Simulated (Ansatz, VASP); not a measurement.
Sn in VASP and in Ansatz

File INCAR:

```
PREC = Accurate
ENCUT = 520
EDIFF = 1E-6
ISMEAR = -1
SIGMA = 0.1
LREAL = False
LASPH = True
NELM = 80
ALGO = Normal
ISIF = 2
LWAVE = False
LCHARG = True
GGA = CA
LELF = True
LVHAR = True
NBANDS = 21
```

Contents of KPOINTS:

```
Automatic mesh
0
Gamma
  10 10 10
```

Contents of POSCAR:

```
Sn
1.0
   -2.8600427048      2.8600427048      1.5612643401
    2.8600427048     -2.8600427048      1.5612643401
    2.8600427048      2.8600427048     -1.5612643401
Sn
2
Direct
    0.0000000000      0.0000000000      0.0000000000
    0.7500000000      0.2500000000      0.5000000000
```

Input for Ansatz:

```yaml
crystal:
  lattice:
    - [-2.8600427047947368, 2.8600427047947368, 1.5612643400708621]
    - [2.8600427047947368, -2.8600427047947368, 1.5612643400708621]
    - [2.8600427047947368, 2.8600427047947368, -1.5612643400708621]
  atoms:
    - { symbol: Sn, position: [0.0, 0.0, 0.0] }
    - { symbol: Sn, position: [0.75, 0.25, 0.5] }
basis:
  ecutwfc: 476.19925930478996
kpoints:
  mp_grid:
    grid: [10, 10, 10]
hamiltonian:
  xc: lda
scf:
  occupations:
    method: fermi_dirac
    width: 0.1
output:
  stress: true
```

Alike in both runs: task single point; functional LDA; k mesh 10 × 10 × 10; occupations fermi-dirac, width 0.1 eV; no spin polarisation.

|  | VASP | Ansatz |
| --- | --- | --- |
| version | VASP 6.6.1 | Ansatz 0.2.0 |
| potentials or method | VASP PAW LDA potentials, release 64 (Sn_d) | plane waves, PAW |
| plane-wave cutoff (eV) | 520 | 476 |
| valence electrons in the cell | 28 | 28 |

VASP gave:

```
pressure (GPa)                                  : 1.6
largest component of the traceless stress (GPa) : 0.73
```

Problem. Which values does Ansatz return?

Solution. Pressure (GPa): 1.6; largest component of the traceless stress (GPa): 0.75.
